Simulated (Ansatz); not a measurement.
# Mg (P6_3/mmc) in Ansatz: notebook

One crystal, Mg, is run at these levels: BLYP, r2SCAN, RPBE, revPBE; tasks: band structure.

Everything below comes from runs of Ansatz 0.2.0. Logs are shortened: lines on timing, memory, paths and dates and some standing lists are left out, and cuts for length are marked.

## (1) The structure

The structure is hexagonal, space group P6_3/mmc (No. 194). The conventional cell has a = 3.209 Å, b = 3.209 Å, c = 5.210 Å, α = 90.00°, β = 90.00°, γ = 120.00°. Around Mg (site symmetry -6m2) lie 12 Mg at 3.20 to 3.21 Å.

## (2) Band structure, BLYP

Input file input.yaml:

```yaml
crystal:
  lattice:
    - [3.2093, 0.0, 0.0]
    - [-1.60465, 2.7793353284, 0.0]
    - [0.0, 0.0, 5.2103]
  atoms:
    - { symbol: Mg, position: [0.6666666667, 0.3333333333, 0.75] }
    - { symbol: Mg, position: [0.3333333333, 0.6666666667, 0.25] }
hamiltonian:
  xc: blyp
  pseudopotentials: { kind: paw }
kpoints:
  mp_grid: { grid: [10, 10, 5] }
  band_path:
    path:
      - [[0.0, 0.0, 0.0], [0.5, 0.0, 0.0], [0.3333333333, 0.3333333333, 0.0], [0.0, 0.0, 0.0], [0.0, 0.0, 0.5], [0.5, 0.0, 0.5], [0.3333333333, 0.3333333333, 0.5], [0.0, 0.0, 0.5]]
      - [[0.5, 0.0, 0.5], [0.5, 0.0, 0.0]]
      - [[0.3333333333, 0.3333333333, 0.0], [0.3333333333, 0.3333333333, 0.5]]
    npoints: 14
scf:
  occupations: { method: fermi_dirac, width: 0.05 }
  n_extra_bands: 6
output:
  forces: true
  stress: true
  eigenvalues: true
  fatbands: false
```

Potentials or basis: Ansatz PAW.

Launch:

```
ansatz run input.yaml --threads 2 --pin off --max-ram 5632MiB --backend cpu --events-out ev --progress --plain --runs-dir out
```

The log of the run:

```text
Warning: RAYON_NUM_THREADS=2 ignored (pool sized by the plan → 2); use --threads N
scf.n_extra_bands = 6 over 10 filled bands (N_el = 20.0): the run solves 16 bands
Engine: ansatz 0.2.0, x86_64-unknown-linux-gnu
Pseudopotentials: kind: paw
Pseudopotential: Mg, paw, valence charge 10, recommended cutoff 420 eV (normal), Mg.paw.azcp
Functional definition: BLYP
  parameter beta = 0.0042
  parameter a = 0.04918
  parameter b = 0.132
  parameter c = 0.2533
  parameter d = 0.349
  exchange = b88_x(beta = beta)
  correlation = lyp_c(a = a, b = b, c = c, d = d)
Crystal: 2 atoms, lattice volume = 46.474 Å³
Basis set: ecut = 420 eV, 941 PW (Γ), exchange–correlation on 48×48×72 points (8 copies of the dense FFT grid, shifted against one another)
Bands: 16, of which v1, the nominal top of the filled ones, is band 10 counted from 1 (9 counted from 0)
Symmetry: 24 space group operations
Space group: P63/mmc (ITA 194), of the structure as read, at distance tolerance 3.6e-5 Å
k-points: 42 of 500
Non-local potential: Mg, projectors of the file, l = 0: 3, l = 1: 2, l = 2: 1
PAW form: soft (Blöchl's): semilocal exchange-correlation on the pseudo side does not see the compensation charge
PAW frozen core: Mg, regenerated for the run's functional, and the local potential with it (the file was generated under x = pbe(κ = 0.804, μ = 0.2195149727645171), c = pbe(β = 0.06672455060314922))
PAW one-centre angular grid: Mg, 110 points (default); XC on 64 Gauss nodes
Initial density: superposition of atomic densities (neutral atoms: chi_scale 0, normalization atom), corrected by the library's trained network
Initial wavefunctions: pseudopotential atomic-orbital guess
Functional: x = b88, c = lyp
SCF iter   1: F=—  HF=-3853.523923 eV  |F-HF|=—  |Δ(HF+E_count)|=         —  Δρ=3.00e-3  dr2=5.36e-3  ethr=1.77e-3  ⟨swp⟩=5.9  Hψ=3493  notcnv=0  defer=8
preconditioner: auto → none  [metal: Δε(μ)=0.117 eV  Ē_g=8.269 eV  σ=0.050 eV  W_gap=0.46  n_scr=8 (ndim 8)  ℏωp=10.9 eV  f_vac=0.000  D(μ)=1.60/eV (n_scr^D=10)  sad-step TF]
SCF iter   2: F=—  HF=-3853.523922 eV  |F-HF|=—  |Δ(HF+E_count)|=   2.75e-7  Δρ=2.20e-3  dr2=3.05e-3  ethr=2.68e-5  ⟨swp⟩=1.3  Hψ=1028  notcnv=0  defer=16
SCF iter   3: F=—  HF=-3853.524571 eV  |F-HF|=—  |Δ(HF+E_count)|=   6.49e-4  Δρ=5.88e-4  dr2=2.50e-4  ethr=1.53e-5  ⟨swp⟩=1.1  Hψ=636  notcnv=0  defer=16
SCF iter   4: F=—  HF=-3853.524708 eV  |F-HF|=—  |Δ(HF+E_count)|=   1.37e-4  Δρ=5.85e-4  dr2=5.06e-5  ethr=1.25e-6  ⟨swp⟩=2.0  Hψ=1054  notcnv=0  defer=16
SCF iter   5: F=—  HF=-3853.524648 eV  |F-HF|=—  |Δ(HF+E_count)|=   6.04e-5  Δρ=8.26e-5  dr2=1.26e-6  ethr=2.53e-7  ⟨swp⟩=2.0  Hψ=1045  notcnv=0  defer=16
SCF iter   6: F=-3853.524647 eV  HF=-3853.524647 eV  |F-HF|=4.52e-9  |Δ(HF+E_count)|=   1.14e-6  Δρ=5.69e-6  dr2=7.08e-9  ethr=5.00e-10  ⟨swp⟩=6.0  Hψ=2896  notcnv=0
SCF 1 converged in 6 iterations: F = -3853.524647 eV  dr2 = 7.08e-9
NSCF: frozen V_eff on 129 k-points
SCF converged after 6 iterations
Free energy (F): -3853.524647 eV
Harris-Foulkes:  -3853.524647 eV  (|F-HF|=4.52e-9)
Internal energy: -3853.512496 eV  (E = F + TS)
E sigma→0 (E₀):  -3853.518572 eV
Entropy (-TS):   -0.012151 eV (-6.075 meV/atom)
Fermi energy:    6.013165 eV
--- Per-component energies (eV) ---
  E_band       = -714.383737
  E_kinetic    = 149.966072
  E_local      = -3244.944234  (includes V_loc(G=0)·N_el)
  E_nonlocal   = 184.432506
  E_hartree    = 1162.762671
  E_xc         = -55.097416
  E_vxc        = -71.353827  (∫ρ·V_xc dr)
  E_paw        = -593.244752  (= ΣΔE_a)
  E_vpaw       = -58.007256  (= ΣTr[D̂ρ^β])
  E_aug_tail   = -0.000002  (compensation charges beyond the density's cutoff)
  E_ewald      = -1457.391822
  E_core_change = 0.004480  (= ΣΔE_core)
  E_smearing   = -0.012151  (= −TS)
  E_closure    = 0.000000  (closes the sum)
  Σ components = -3853.524647   (vs F -3853.524647, Δ=0.00e0)
--- Forces (eV/Å), atoms counted from 1 ---
  atom   1  Mg     0.00000000    -0.00000000     0.00000000
  atom   2  Mg     0.00000000     0.00000000     0.00000000
  max |Σ_I F_I| component: 1.39e-17 eV/Å
--- Stress (GPa, compression-positive) ---
       -0.069225       0.000000       0.000000
        0.000000      -0.069225       0.000000
        0.000000       0.000000       1.350904
  P = ⅓ Tr σ = 0.4042 GPa (4.042 kbar)
--- Band table (eV; the first three rows and the last of 42) ---
  k-point 0: bands = ["-70.2603", "-70.2575", "-37.2252", "-37.1989", "-37.1989", "-37.1949", "-37.1943", "-37.1943", "-0.8821", "4.4059", "4.6708", "16.7919", "16.7919", "16.8155", "16.8155", "17.7286"]
  k-point 1: bands = ["-70.2600", "-70.2578", "-37.2224", "-37.1985", "-37.1985", "-37.1978", "-37.1947", "-37.1947", "-0.6592", "2.6172", "6.8421", "15.6673", "16.9461", "16.9461", "16.9903", "16.9903"]
  k-point 2: bands = ["-70.2593", "-70.2585", "-37.2148", "-37.2054", "-37.1973", "-37.1973", "-37.1959", "-37.1959", "0.0059", "1.1032", "9.5012", "12.4880", "17.3578", "17.3578", "17.4278", "17.4278"]
  k-point 41: bands = ["-70.2570", "-70.2569", "-37.2189", "-37.2185", "-37.2123", "-37.2099", "-37.2015", "-37.2007", "5.0630", "5.9569", "6.8785", "7.0943", "8.1283", "8.2122", "14.5723", "16.2193"]
```

Wall time 1.8 s (2 threads of Intel Xeon at 2.70GHz, shared host); peak memory 0.32 GiB.

Results:

| Property | Result |
| --- | --- |
| Free energy | -3853.5246 eV |
| Pressure | 0.4 GPa |
| Band gap on the k mesh | none (metal or under the smearing width) |

Levels at the corners of the path, in eV from the Fermi level:
```tsv
point	band 8	band 9	band 10	band 11	band 12	band 13
Γ	-43.21	-6.90	-1.61	-1.34	10.78	10.78
M	-43.21	-2.20	-2.07	2.61	3.11	3.17
K	-43.22	-0.66	-0.66	-0.51	4.06	4.06
Γ	-43.21	-6.90	-1.61	-1.34	10.78	10.78
A	-43.21	-5.51	-5.51	4.94	4.94	11.51
L	-43.22	-1.08	-1.08	-0.49	-0.49	7.88
H	-43.21	0.17	0.17	0.76	0.76	1.37
A	-43.21	-5.51	-5.51	4.94	4.94	11.51
L	-43.22	-1.08	-1.08	-0.49	-0.49	7.88
M	-43.21	-2.20	-2.07	2.61	3.11	3.17
K	-43.22	-0.66	-0.66	-0.51	4.06	4.06
H	-43.21	0.17	0.17	0.76	0.76	1.37
```

Caveat: the PAW data sets come from PBE, with cores solved anew for the run's functional, which leaves a small shift of forces and pressure.

## (3) Band structure, r2SCAN

Edit input.yaml of step 2 so:

```diff
@@ -9,3 +9,3 @@
 hamiltonian:
-  xc: blyp
+  xc: r2scan
   pseudopotentials: { kind: paw }
@@ -26,2 +26,6 @@
   eigenvalues: true
-  fatbands: false
+  fatbands: true
+  write_density: true
+  write_potential: true
+  elf: true
+  volumetric_format: npy
```

Potentials or basis: Ansatz PAW.

Launch:

```
ansatz run input.yaml --threads 2 --pin off --max-ram 5632MiB --backend cpu --events-out ev --progress --plain --runs-dir out
```

Wall time 3.9 s (2 threads of Intel Xeon at 2.70GHz, shared host); peak memory 0.43 GiB.

The run converged. Its results:

```yaml
Free_energy: -3852.8011 eV
Pressure: -1.0 GPa
Band_gap_on_the_k_mesh: none (metal or under the smearing width)
```

Stress tensor (GPa, compression positive):
```
-1.33  0.00  0.00
 0.00 -1.33  0.00
 0.00  0.00 -0.47
```

Levels at the corners of the path, in eV from the Fermi level:
| point | band 6 | band 7 | band 8 | band 9 | band 10 | band 11 | band 12 | band 13 | band 14 | band 15 |
| --- | --- | --- | --- | --- | --- | --- | --- | --- | --- | --- |
| Γ | -44.15 | -44.15 | -44.14 | -7.38 | -1.92 | -1.23 | 11.56 | 11.56 | 11.72 | 11.72 |
| M | -44.16 | -44.15 | -44.15 | -2.39 | -2.23 | 2.75 | 3.06 | 3.50 | 3.95 | 7.29 |
| K | -44.16 | -44.16 | -44.16 | -0.82 | -0.63 | -0.63 | 4.32 | 4.32 | 4.54 | 4.96 |
| Γ | -44.15 | -44.15 | -44.14 | -7.38 | -1.92 | -1.23 | 11.56 | 11.56 | 11.72 | 11.72 |
| A | -44.15 | -44.15 | -44.15 | -5.91 | -5.91 | 5.31 | 5.31 | 12.31 | 12.31 | 12.31 |
| L | -44.15 | -44.15 | -44.15 | -1.28 | -1.28 | -0.43 | -0.43 | 8.42 | 8.42 | 8.53 |
| H | -44.16 | -44.15 | -44.15 | 0.13 | 0.13 | 0.57 | 0.57 | 1.80 | 1.80 | 11.62 |
| A | -44.15 | -44.15 | -44.15 | -5.91 | -5.91 | 5.31 | 5.31 | 12.31 | 12.31 | 12.31 |
| L | -44.15 | -44.15 | -44.15 | -1.28 | -1.28 | -0.43 | -0.43 | 8.42 | 8.42 | 8.53 |
| M | -44.16 | -44.15 | -44.15 | -2.39 | -2.23 | 2.75 | 3.06 | 3.50 | 3.95 | 7.29 |
| K | -44.16 | -44.16 | -44.16 | -0.82 | -0.63 | -0.63 | 4.32 | 4.32 | 4.54 | 4.96 |
| H | -44.16 | -44.15 | -44.15 | 0.13 | 0.13 | 0.57 | 0.57 | 1.80 | 1.80 | 11.62 |

Caveat: the PAW data sets come from PBE, with cores solved anew for the run's functional, which leaves a small shift of forces and pressure.

## (4) Band structure, RPBE

Edit input.yaml of step 3 so:

```diff
@@ -9,3 +9,3 @@
 hamiltonian:
-  xc: r2scan
+  xc: rpbe
   pseudopotentials: { kind: paw }
@@ -26,6 +26,2 @@
   eigenvalues: true
-  fatbands: true
-  write_density: true
-  write_potential: true
-  elf: true
-  volumetric_format: npy
+  fatbands: false
```

Potentials or basis: Ansatz PAW.

Launch:

```
ansatz run input.yaml --threads 2 --pin off --max-ram 5632MiB --backend cpu --events-out ev --progress --plain --runs-dir out
```

The log of the run:

```text
Warning: RAYON_NUM_THREADS=2 ignored (pool sized by the plan → 2); use --threads N
scf.n_extra_bands = 6 over 10 filled bands (N_el = 20.0): the run solves 16 bands
[... 3 set-up lines as earlier in the session ...]
Functional definition: RPBE
  parameter kappa = 0.804
  parameter beta = 0.06672455060314922
  exchange = rpbe_x(kappa = kappa, mu = beta*pi^2/3)
  correlation = pbe_c(beta = beta)
Crystal: 2 atoms, lattice volume = 46.474 Å³
Basis set: ecut = 420 eV, 941 PW (Γ), exchange–correlation on 48×48×72 points (8 copies of the dense FFT grid, shifted against one another)
Bands: 16, of which v1, the nominal top of the filled ones, is band 10 counted from 1 (9 counted from 0)
[... 2 set-up lines as earlier in the session ...]
k-points: 42 of 500
[... 33 lines left out ...]
  E_paw        = -590.086407  (= ΣΔE_a)
  E_vpaw       = -54.770660  (= ΣTr[D̂ρ^β])
  E_aug_tail   = -0.000010  (compensation charges beyond the density's cutoff)
  E_ewald      = -1457.391822
  E_core_change = -0.051084  (= ΣΔE_core)
  E_smearing   = -0.011591  (= −TS)
  E_closure    = 0.000000  (closes the sum)
  Σ components = -3853.235648   (vs F -3853.235648, Δ=0.00e0)
--- Forces (eV/Å), atoms counted from 1 ---
  atom   1  Mg    -0.00000000    -0.00000000     0.00000000
  atom   2  Mg    -0.00000000     0.00000000     0.00000000
  max |Σ_I F_I| component: 9.25e-18 eV/Å
--- Stress (GPa, compression-positive) ---
        0.418412       0.000000       0.000000
       -0.000000       0.418412       0.000000
        0.000000       0.000000       1.474267
  P = ⅓ Tr σ = 0.7704 GPa (7.704 kbar)
--- Band table (eV; the first three rows and the last of 42) ---
  k-point 0: bands = ["-70.5238", "-70.5211", "-37.1062", "-37.0811", "-37.0811", "-37.0765", "-37.0765", "-37.0756", "-1.2176", "3.9796", "4.4503", "16.5471", "16.5471", "16.6879", "16.6879", "17.4117"]
  k-point 1: bands = ["-70.5236", "-70.5214", "-37.1033", "-37.0807", "-37.0807", "-37.0785", "-37.0769", "-37.0769", "-0.9946", "2.2802", "6.5356", "15.4217", "16.7202", "16.7202", "16.8349", "16.8349"]
  k-point 2: bands = ["-70.5229", "-70.5221", "-37.0956", "-37.0862", "-37.0795", "-37.0795", "-37.0781", "-37.0781", "-0.3294", "0.7679", "9.2035", "12.2106", "17.1555", "17.1555", "17.1980", "17.1980"]
  k-point 41: bands = ["-70.5207", "-70.5206", "-37.1008", "-37.1005", "-37.0946", "-37.0922", "-37.0827", "-37.0819", "4.7237", "5.6040", "6.4683", "6.8044", "7.8378", "8.0217", "14.3425", "15.9867"]
```

bands.tsv:

```text
# k_distance	band_0	band_1	band_2	band_3	band_4	band_5	band_6	band_7	band_8	band_9	band_10	band_11	band_12	band_13	band_14	band_15
[... 146 lines left out ...]
7.855959	-76.212862	-76.212862	-42.792318	-42.792318	-42.788200	-42.785251	-42.774597	-42.774597	0.014853	0.014853	0.134569	1.237540	1.803030	1.803030	9.400686	9.793921
7.899028	-76.212862	-76.212862	-42.792568	-42.792568	-42.787719	-42.785732	-42.774348	-42.774348	0.089160	0.089160	0.285492	1.020802	1.667084	1.667084	9.922344	10.242921
7.942096	-76.212862	-76.212862	-42.792720	-42.792720	-42.787226	-42.786226	-42.774197	-42.774197	0.141298	0.141298	0.449567	0.817224	1.577844	1.577844	10.456697	10.648675
7.985165	-76.212862	-76.212862	-42.792771	-42.792771	-42.786726	-42.786726	-42.774146	-42.774146	0.160315	0.160315	0.626812	0.626812	1.546444	1.546444	10.855366	10.855366
```

Wall time 1.7 s (2 threads of Intel Xeon at 2.70GHz, shared host); peak memory 0.32 GiB.

What came out:

```
Free energy            : -3853.2356 eV
Pressure               : 0.8 GPa
Band gap on the k mesh : none (metal or under the smearing width)
```

Levels at the corners of the path, in eV from the Fermi level:
| point | band 6 | band 7 | band 8 | band 9 | band 10 | band 11 | band 12 | band 13 | band 14 | band 15 |
| --- | --- | --- | --- | --- | --- | --- | --- | --- | --- | --- |
| Γ | -42.77 | -42.77 | -42.77 | -6.91 | -1.71 | -1.24 | 10.85 | 10.85 | 11.00 | 11.00 |
| M | -42.78 | -42.78 | -42.77 | -2.16 | -2.14 | 2.61 | 2.95 | 3.25 | 3.65 | 6.82 |
| K | -42.78 | -42.78 | -42.78 | -0.66 | -0.61 | -0.61 | 4.08 | 4.08 | 4.27 | 4.75 |
| Γ | -42.77 | -42.77 | -42.77 | -6.91 | -1.71 | -1.24 | 10.85 | 10.85 | 11.00 | 11.00 |
| A | -42.77 | -42.77 | -42.77 | -5.53 | -5.53 | 4.98 | 4.98 | 11.60 | 11.60 | 11.60 |
| L | -42.78 | -42.78 | -42.78 | -1.13 | -1.13 | -0.45 | -0.45 | 7.94 | 7.94 | 7.99 |
| H | -42.79 | -42.77 | -42.77 | 0.16 | 0.16 | 0.63 | 0.63 | 1.55 | 1.55 | 10.86 |
| A | -42.77 | -42.77 | -42.77 | -5.53 | -5.53 | 4.98 | 4.98 | 11.60 | 11.60 | 11.60 |
| L | -42.78 | -42.78 | -42.78 | -1.13 | -1.13 | -0.45 | -0.45 | 7.94 | 7.94 | 7.99 |
| M | -42.78 | -42.78 | -42.77 | -2.16 | -2.14 | 2.61 | 2.95 | 3.25 | 3.65 | 6.82 |
| K | -42.78 | -42.78 | -42.78 | -0.66 | -0.61 | -0.61 | 4.08 | 4.08 | 4.27 | 4.75 |
| H | -42.79 | -42.77 | -42.77 | 0.16 | 0.16 | 0.63 | 0.63 | 1.55 | 1.55 | 10.86 |

Caveat: the PAW data sets come from PBE, with cores solved anew for the run's functional, which leaves a small shift of forces and pressure.

(Continued in part 2 of 2.)
